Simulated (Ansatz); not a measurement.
## NiSb: strain energy, fitted

NiSb, P6_3/mmc, a = 3.916 Å, c = 5.070 Å. The structure is a COD entry; whether it is the stable form wasn't checked. Ansatz: PBEsol, PAW, 420 eV, Γ-centred 18×18×10 mesh on 4 atoms, Gaussian smearing 0.10 eV; no spin polarisation. Series: biaxial strain in the a-b plane, c and atoms relaxed; x is the strain in per cent. y is the free energy over the unstrained cell, V0 = 16.834 Å³/atom.

| x (%) | y (meV/atom) |
| --- | --- |
| -3.0 | 22.89 |
| -2.0 | 9.88 |
| -1.0 | 2.36 |
| 0.0 | 0.00 |
| 1.0 | ? |
| 2.0 | 8.78 |
| 3.0 | 19.33 |

**Question.** Fit y = c2 x² + c3 x³ to the other rows, turn c2 into a modulus, and predict the missing energy.

**Answer.** Least squares on the rows shown. y = 2.3431 x² − 0.066123 x³. In eV per unit strain² c2 is 23.43; M is the biaxial modulus (E = M V0 ε²): 23.43 × 160.2 / (16.834) = 223 GPa. At x = 1.0 the fit asked for gives 2.28 meV/atom. The run gave 2.27 meV/atom, so the fit is 0.01 meV/atom too high, within the rms miss on the fitted rows (0.04 meV/atom).